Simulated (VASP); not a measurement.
# Al (Im-3m) in VASP: a series of runs

One crystal, Al, is run at these levels: PBEsol; tasks: single point.

All numbers are computed with VASP 6.6.1; they aren't measurements. Logs are shortened: lines on timing, memory, paths and dates and some standing lists are left out, and cuts for length are marked.

**1. Starting point**

It takes space group Im-3m (No. 229, cubic). The conventional cell has a = 3.182 Å, b = 3.182 Å, c = 3.182 Å, α = 90.00°, β = 90.00°, γ = 90.00°. Al (site symmetry m-3m) has 8 Al at 2.76 Å as nearest neighbours.

This isn't the form of Al at room conditions, which is fcc.

**2. Single point, PBEsol**

INCAR

```
ADDGRID = F
ALGO = Normal
EDIFF = 1E-7
ENCUT = 400
GGA = PS
ISIF = 2
ISMEAR = 0
LASPH = T
LCHARG = F
LREAL = F
LWAVE = F
NELM = 100
PREC = Accurate
SIGMA = 0.15
```

KPOINTS

```
k-points
0
Gamma
  15 15 15
```

POSCAR

```
Al
1.0
   -1.5912186900      1.5912186900      1.5912186900
    1.5912186900     -1.5912186900      1.5912186900
    1.5912186900      1.5912186900     -1.5912186900
Al
1
Direct
    0.0000000000      0.0000000000      0.0000000000
```

Potentials or basis: VASP PAW PBE potentials, release 64 (Al).

Command:

```console
> cat potpaw_PBE.64/Al/POTCAR > POTCAR
> mpirun -np 1 vasp_std > vasp.out
```

OUTCAR:

```text
EDIFF = 1E-7
   ENCUT = 400
   GGA = PS
   ISIF = 2
   ISMEAR = 0
   LASPH = T
   LREAL = F
   NELM = 100
   PREC = Accurate

 Found    120 irreducible k-points:

 Following reciprocal coordinates:
            Coordinates               Weight
  0.000000  0.000000  0.000000      1.000000
  0.066667  0.000000  0.000000     12.000000
  0.133333  0.000000  0.000000     12.000000
  0.200000  0.000000  0.000000     12.000000
  0.266667  0.000000  0.000000     12.000000
  0.333333  0.000000  0.000000     12.000000
   k-points           NKPTS =    120   k-points in BZ     NKDIM =    120   number of bands    NBANDS=      5
   number of dos      NEDOS =    301   number of ions     NIONS =      1
   total plane-waves  NPLWV =   5832
   dimension x,y,z NGX =    18 NGY =   18 NGZ =   18
   dimension x,y,z NGXF=    36 NGYF=   36 NGZF=   36
   ions per type =               1
   NGX,Y,Z   is equivalent  to a cutoff of  10.86, 10.86, 10.86 a.u.
   NGXF,Y,Z  is equivalent  to a cutoff of  21.72, 21.72, 21.72 a.u.
 SYSTEM =  unknown system
   PREC   = accura    normal or accurate (medium, high low for compatibility)
   ISTART =      0    job   : 0-new  1-cont  2-samecut
   ICHARG =      2    charge: 1-file 2-atom 10-const
   ISPIN  =      1    spin polarized calculation?
   LNONCOLLINEAR =      F non collinear calculations
   LSORBIT =      F    spin-orbit coupling
   LASPH  =      T    aspherical Exc in radial PAW
   ENCUT  =  400.0 eV  29.40 Ry    5.42 a.u.   4.49  4.49  4.49*2*pi/ulx,y,z
   NELM   =    100;   NELMIN=  2; NELMDL= -5     # of ELM steps
   EDIFF  = 0.1E-06   stopping-criterion for ELM
   LREAL  =      F    real-space projection
   EDIFFG = 0.1E-05   stopping-criterion for IOM
   NSW    =      0    number of steps for IOM
   IBRION =     -1    ionic relax: 0-MD 1-quasi-New 2-CG
   NFREE  =      0    steps in history (QN), initial steepest desc. (CG)
   ISIF   =      2    stress and relaxation
   ISYM   =      2    0-nonsym 1-usesym 2-fastsym
   POTIM  = 0.5000    time-step for ionic-motion
   TEBEG  =    0.0;   TEEND  =   0.0 temperature during run
   PSTRESS=    0.0 pullay stress
   NELECT =       3.0000    total number of electrons
   NUPDOWN=      -1.0000    fix difference up-down
   EMIN   =  10.00;   EMAX   =-10.00  energy-range for DOS
   EFERMI =   0.00;   METHOD = LEGACY
   ISMEAR =     0;   SIGMA  =   0.15  broadening in eV -4-tet -1-fermi 0-gaus
   EFERMI_NEDOS =   21; number of points for ismear=-14 and -15
   IALGO  =     38    algorithm
   IMIX   =      4    mixing-type and parameters
     AMIX     =   0.40;   BMIX     =  1.00
     AMIX_MAG =   1.60;   BMIX_MAG =  1.00
  volume/ion in A,a.u.               =      16.12       108.75
  Fermi-wavevector in a.u.,A,eV,Ry     =   0.934757  1.766435 11.888371  0.873771
  Thomas-Fermi vector in A             =   2.061595
   LORBIT       =      0    0 simple, 1 ext, 2 COOP (PROOUT), +10 PAW based schemes
   GGA     = PS    functional components
   LHFCALC =     F    Hartree Fock is set to
   AEXX    =    0.0000 exact exchange contribution
   IVDW    =     0    specifies the selected vdW correction
   LEPSILON=     F    determine dielectric tensor
   LRPA    =     F    only Hartree local field effects (RPA)
 non-spin polarized calculation
 Gauss-broadening in eV      SIGMA  =   0.15
  energy-cutoff  :      400.00
  volume of cell :       16.12
 maximum number of plane-waves:       321
 NGX is ok and might be reduce to    18
   NGX =  9   NGY =  9   NGZ =  9

 number of electron       3.0000000 magnetization

 Free energy of the ion-electron system (eV)
  ---------------------------------------------------
  ext. energy  EPLUGINS =         0.00000000
  ---------------------------------------------------
  free energy    TOTEN  =        -3.99364715 eV

  energy without entropy =       -3.98883794  energy(sigma->0) =       -3.99124254

 E-fermi :   8.2037     XC(G=0): -10.3470

 val. band max:        8.1790657904   @ k =  -0.4000   0.4000   0.2000
 cond. band min:       8.2137750348   @ k =   0.2667   0.2667   0.0000
 fundamental gap:      0.0347092444
 Fermi energy:         8.2036533126

 k-point     1 :       0.0000    0.0000    0.0000
  band No.  band energies     occupation
      1      -3.0913      2.00000
      2      21.5861      0.00000
      3      21.5861      0.00000
      4      21.5861      0.00000
      5      23.2264      0.00000

 k-point     2 :       0.0667    0.0000    0.0000
  band No.  band energies     occupation
      1      -2.9614      2.00000
      2      20.0575      0.00000
      3      20.7381      0.00000
      4      21.0640      0.00000
      5      22.6487      0.00000

 k-point     3 :       0.1333    0.0000    0.0000
  band No.  band energies     occupation
      1      -2.5724      2.00000
      2      17.3710      0.00000
      3      19.5829      0.00000
      4      20.0067      0.00000
      5      21.5811      0.00000

 k-point     4 :       0.2000    0.0000    0.0000
  band No.  band energies     occupation
      1      -1.9266      2.00000
      2      14.5785      0.00000
      3      18.5798      0.00000
      4      18.9262      0.00000
      5      20.5496      0.00000

 k-point     5 :       0.2667    0.0000    0.0000
  band No.  band energies     occupation
      1      -1.0275      2.00000
      2      11.9021      0.00000
      3      17.7716      0.00000
      4      17.9973      0.00000
      5      19.6857      0.00000

 k-point     6 :       0.3333    0.0000    0.0000
  band No.  band energies     occupation
      1       0.1200      2.00000
      2       9.4040      0.00000
      3      17.1652      0.00000
      4      17.2772      0.00000
      5      19.0257      0.00000

 [... further k-points ...]

------------------------ aborting loop because EDIFF is reached ----------------------------------------

  FORCE on cell =-STRESS in cart. coord.  units (eV):
  Direction    XX          YY          ZZ          XY          YZ          ZX
  --------------------------------------------------------------------------------------
  -------------------------------------------------------------------------------------
  Total        0.2196741      0.2196741      0.2196741     -0.0000000     -0.0000000      0.0000000
  in kB       21.8393537     21.8393537     21.8393537     -0.0000000     -0.0000000      0.0000000
  external PRESSURE =      21.8393537 kB  Pullay stress =       0.0000000 kB

 VOLUME and BASIS-vectors are now :
 -----------------------------------------------------------------------------
  energy-cutoff  :      400.00
  volume of cell :       16.12
      direct lattice vectors                 reciprocal lattice vectors
    -1.591218690  1.591218690  1.591218690     0.000000000  0.314224565  0.314224565
     1.591218690 -1.591218690  1.591218690     0.314224565  0.000000000  0.314224565
     1.591218690  1.591218690 -1.591218690     0.314224565  0.314224565  0.000000000

 POSITION                                       TOTAL-FORCE (eV/Angst)
 -----------------------------------------------------------------------------------
      0.00000      0.00000      0.00000         0.000000     -0.000000      0.000000
 -----------------------------------------------------------------------------------
    total drift:                                0.000000      0.000000      0.000000

  FREE ENERGIE OF THE ION-ELECTRON SYSTEM (eV)
  ---------------------------------------------------
  free  energy   TOTEN  =        -3.9936471508 eV

  energy  without entropy=       -3.9888379374  energy(sigma->0) =       -3.99124254
```

It used 5.2 s of CPU time on 1 thread of Intel(R) Xeon(R) Platinum 8375C CPU @ 2.90GHz (Ice Lake), on a shared host, which was overloaded at the time.

The run converged, but some of its settings lie outside the range that counts as converged, so its numbers aren't taken as properties of the crystal.

Results:

```yaml
Free_energy: -3.9936 eV
Pressure: 2.2 GPa
Band_gap_on_the_k_mesh: none (metal or under the smearing width)
```

Caveat: the PAW data sets were made with another functional, which shifts forces and pressure a little.

**3. Single point, PBEsol**

INCAR is that of step 2.

KPOINTS is that of step 2.

POSCAR

```
Al
1.0
   -1.5505220000      1.6151010000      1.5901740000
    1.5972310000     -1.6159030000      1.6376860000
    1.5218560000      1.5872370000     -1.5909760000
Al
1
Direct
   -0.0427450000     -0.0166940000     -0.0578530000
```

Potentials or basis: VASP PAW PBE potentials, release 64 (Al).

Command:

```console
> cat potpaw_PBE.64/Al/POTCAR > POTCAR
> mpirun -np 1 vasp_std > vasp.out
```

OUTCAR:

```text
EDIFF = 1E-7
   ENCUT = 400
   GGA = PS
   ISIF = 2
   ISMEAR = 0
   LASPH = T
   LREAL = F
   NELM = 100
   PREC = Accurate

 Found   1688 irreducible k-points:

 Following reciprocal coordinates:
            Coordinates               Weight
  0.000000  0.000000  0.000000      1.000000
  0.066667  0.000000  0.000000      2.000000
  0.133333 -0.000000 -0.000000      2.000000
  0.200000  0.000000 -0.000000      2.000000
  0.266667 -0.000000 -0.000000      2.000000
  0.333333 -0.000000 -0.000000      2.000000
[... 124 lines left out ...]

------------------------ aborting loop because EDIFF is reached ----------------------------------------

  FORCE on cell =-STRESS in cart. coord.  units (eV):
  Direction    XX          YY          ZZ          XY          YZ          ZX
  --------------------------------------------------------------------------------------
  -------------------------------------------------------------------------------------
  Total        0.1439170      0.2414318      0.3188225      0.1160516      0.0017457     -0.1540162
  in kB       14.3078112     24.0024446     31.6964038     11.5375166      0.1735509    -15.3118416
  external PRESSURE =      23.3355532 kB  Pullay stress =       0.0000000 kB

 VOLUME and BASIS-vectors are now :
 -----------------------------------------------------------------------------
  energy-cutoff  :      400.00
  volume of cell :       16.12
      direct lattice vectors                 reciprocal lattice vectors
    -1.550522000  1.615101000  1.590174000    -0.001770503  0.312333611  0.309906003
     1.597231000 -1.615903000  1.637686000     0.316062363  0.002905701  0.305229896
     1.521856000  1.587237000 -1.590976000     0.323572133  0.315167177 -0.004603969

 POSITION                                       TOTAL-FORCE (eV/Angst)
 -----------------------------------------------------------------------------------
      1.52013      1.45255      1.63362        -0.000000      0.000000      0.000000
 -----------------------------------------------------------------------------------
    total drift:                                0.000001      0.000001      0.000002

  FREE ENERGIE OF THE ION-ELECTRON SYSTEM (eV)
  ---------------------------------------------------
  free  energy   TOTEN  =        -3.9922205310 eV

  energy  without entropy=       -3.9876488820  energy(sigma->0) =       -3.98993471
```

OSZICAR:

```text
N       E                     dE             d eps       ncg     rms          rms(c)
DAV:   1    -0.252067057642E+01   -0.25207E+01   -0.72073E+02 19590   0.245E+02
DAV:   2    -0.401123047718E+01   -0.14906E+01   -0.13956E+01 22275   0.264E+01
DAV:   3    -0.402225828666E+01   -0.11028E-01   -0.10989E-01 23975   0.251E+00
DAV:   4    -0.402227957965E+01   -0.21293E-04   -0.21293E-04 24945   0.932E-02
DAV:   5    -0.402227961823E+01   -0.38577E-07   -0.38379E-07 24125   0.301E-03    0.139E+00
DAV:   6    -0.400414006373E+01    0.18140E-01   -0.25834E-03 21325   0.321E-01    0.781E-01
DAV:   7    -0.399223761197E+01    0.11902E-01   -0.69075E-03 21290   0.507E-01    0.169E-01
DAV:   8    -0.399222148063E+01    0.16131E-04   -0.41324E-05 26775   0.612E-02    0.144E-02
DAV:   9    -0.399222080088E+01    0.67976E-06   -0.30624E-07 23145   0.395E-03    0.104E-03
DAV:  10    -0.399222052571E+01    0.27517E-06   -0.63851E-09 20655   0.705E-04    0.649E-04
DAV:  11    -0.399222053103E+01   -0.53200E-08   -0.25091E-10 13525   0.116E-04
   1 F= -.39922205E+01 E0= -.39899347E+01  d E =-.457165E-02
```

stdout:

```text
POSCAR found type information on POSCAR Al
 POSCAR found :  1 types and       1 ions
 scaLAPACK will be used
 -----------------------------------------------------------------------------
|                                                                             |
|                                                                             |
|     You enforced a specific xc type in the INCAR file but a different       |
|     I HOPE YOU KNOW WHAT YOU ARE DOING!                                     |
|                                                                             |
 -----------------------------------------------------------------------------

 LDA part: xc-table for (Slater+PW92), standard interpolation
 POSCAR, INCAR and KPOINTS ok, starting setup
 FFT: planning ... GRIDC
 FFT: planning ... GRID_SOFT
 FFT: planning ... GRID
 WAVECAR not read
 entering main loop
```

Run time: 71 s. Hardware: 1 thread of Intel Xeon Platinum 8375C at 2.90GHz (Ice Lake), shared host; peak memory 0.2 GiB.

These settings aren't checked as converged: the numbers below hold their error.

Results:

- Free energy: -3.9922 eV
- Pressure: 2.3 GPa
- Band gap on the k mesh: none (metal or under the smearing width)

Caveat: the PAW data sets were made with another functional, which shifts forces and pressure a little.

**4. Single point, PBEsol**

Changes to INCAR since step 3:

```diff
@@ -6,3 +6,3 @@
 ISIF = 2
-ISMEAR = 0
+ISMEAR = -1
 LASPH = T
```

KPOINTS is that of step 3.

POSCAR

```
Al
1.0
   -1.5912186900      1.5912186900      1.5912186900
    1.5912186900     -1.5912186900      1.5912186900
    1.5912186900      1.5912186900     -1.5912186900
Al
1
Direct
    0.0000000000      0.0000000000      0.0000000000
```

Command:

```console
> cat potpaw_PBE.64/Al/POTCAR > POTCAR
> mpirun -np 1 vasp_std > vasp.out
```

It used 4.9 s of CPU time on 1 thread of Intel(R) Xeon(R) Platinum 8375C CPU @ 2.90GHz (Ice Lake), on a shared host, which was overloaded at the time.

These settings aren't checked as converged: the numbers below hold their error.

What came out:

| Quantity | Value |
| --- | --- |
| Free energy | -4.0067 eV |
| Pressure | 2.3 GPa |
| Band gap on the k mesh | none (metal or under the smearing width) |

Caveat: the PAW data sets were made with another functional, which shifts forces and pressure a little.

**5. For comparison**

An earlier run on the cell as given: functional PBEsol; potentials or basis VASP PAW PBE potentials, release 64 (Al); cutoff 520 eV; k mesh 12 × 12 × 12; occupations fermi-dirac, width 0.05 eV; no spin polarisation.

- Pressure: 2.3 GPa
- Band gap on the k mesh: none (metal or under the smearing width)
